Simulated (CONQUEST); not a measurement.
# HfC in CONQUEST: convergence with smearing width

Input of the first run (smearing width 0.4 eV); the others differ in this setting and in those tied to it:

Contents of Conquest_input:

```
IO.Title HfC
IO.Coordinates coords.dat
IO.FractionalAtomicCoords T
IO.Iprint 2
IO.Iprint_init 1
General.NumberOfSpecies 2
General.PseudopotentialType hamann
AtomMove.TypeOfRun static
AtomMove.FullStress T
Grid.GridCutoff 120
DM.SolutionMethod diagon
Diag.MPMesh T
Diag.GammaCentred T
Diag.MPMeshX 8
Diag.MPMeshY 8
Diag.MPMeshZ 6
Diag.kT 0.01469973
minE.SCTolerance 1e-6
Diag.SmearingType 1
Diag.MPOrder 1
SC.MaxIters 100
IO.AtomChargeOutput T
%block ChemicalSpeciesLabel
1 178.490 Hf
2 12.010 C
%endblock
```

File coords.dat:

```
    6.2135074324     0.0000000000     0.0000000000
    0.0000000000     6.2135074324     0.0000000000
    0.0000000000     0.0000000000     8.7872264795
4
  0.4659770000   0.5641630000   0.9977540000 1 T T T
  0.9659770000   0.0641630000   0.4977540000 1 T T T
  0.4921730000   0.5307280000   0.5259180000 2 T T T
  0.9921730000   0.0307280000   0.0259180000 2 T T T
```

Potentials or basis: PseudoDojo NC PBEsol, SZP, grid cutoff 120 Ha.

Launch:

```sh
$ OMP_NUM_THREADS=1 Conquest
```

The cell isn't the ideal one: atoms moved at random.

Hardware: 1 thread of Intel(R) Xeon(R) Platinum 8488C (Sapphire Rapids), on a shared host.

```csv
smearing width,energy less the tightest run (meV/atom),largest force (eV/Å),SCF cycles,CPU time (s),peak memory (GiB)
0.4 eV,0.30,1.548,7,70,0.54
0.3 eV,-0.08,1.548,7,73,0.54
0.2 eV,-0.17,1.549,7,74,0.54
0.1 eV,-0.07,1.549,7,70,0.54
0.05 eV,-0.02,1.549,7,73,0.54
0.025 eV,0.00,1.550,7,76,0.54
0.01 eV,0.00,1.547,7,77,0.54
0.005 eV,0.00,1.548,7,85,0.54
```

Against the tightest run, the energy stays within 1 meV/atom from 0.4 eV on; the largest force stays within 0.005 eV/Å from 0.4 eV on. Narrower smearing needs a denser k mesh, so at a fixed mesh the narrowest width isn't the most accurate. The tightest run that finished is the yardstick and may itself not be fully converged.

Caveat, for the tightest run too: the atomic basis is small. The run has no spin-orbit coupling, so splittings on Hf are missing.
